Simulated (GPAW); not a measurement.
Al:

```
CELL_PARAMETERS angstrom
0.00000 2.02481 2.02481
2.02481 0.00000 2.02481
2.02481 2.02481 0.00000
ATOMIC_POSITIONS crystal
Al 0.00000 0.00000 0.00000
```

* Program: GPAW 26.7.0
* Task: relaxation of cell and atoms
* Functional: LDA
* Potentials or basis: the program's PAW data sets (release 1.2.1) made for this functional
* Cutoff: 600 eV
* Basis: pw
* k mesh: 11 × 11 × 11
* Occupations: fermi-dirac, width 0.05 eV
* Spin: no spin polarisation

At the start: pressure -3.5 GPa; volume 16.60 Å³/atom.

Problem. How do energy, volume and symmetry change on relaxing?

Solution. Over 4 steps the energy falls by 8.5 meV/atom and the volume is 15.86 Å³/atom (-4.5 %); space group Fm-3m (No. 225, to 0.05 Å).

Step by step:
| step | energy change (eV) | largest force (eV/Å) | pressure (GPa) | volume (Å³) |
| --- | --- | --- | --- | --- |
| 1 | 0.0000 | 0.0000 | -3.52 | 16.60 |
| 2 | -0.0048 | 0.0000 | -2.40 | 16.35 |
| 3 | -0.0085 | 0.0000 | 0.16 | 15.83 |
| 4 | -0.0085 | 0.0000 | -0.01 | 15.86 |

Final structure:
```yaml
crystal:
  lattice:
    - [0.00000, 1.99426, 1.99426]
    - [1.99426, 0.00000, 1.99426]
    - [1.99426, 1.99426, 0.00000]
  atoms:
    - { symbol: Al, position: [0.00000, 0.00000, 0.00000] }
```

The cell as given is a measured one (16.60 Å³/atom); LDA puts the equilibrium volume -4.5 % from it, thermal expansion not counted.

Caveat: later steps reuse the first step's grids.
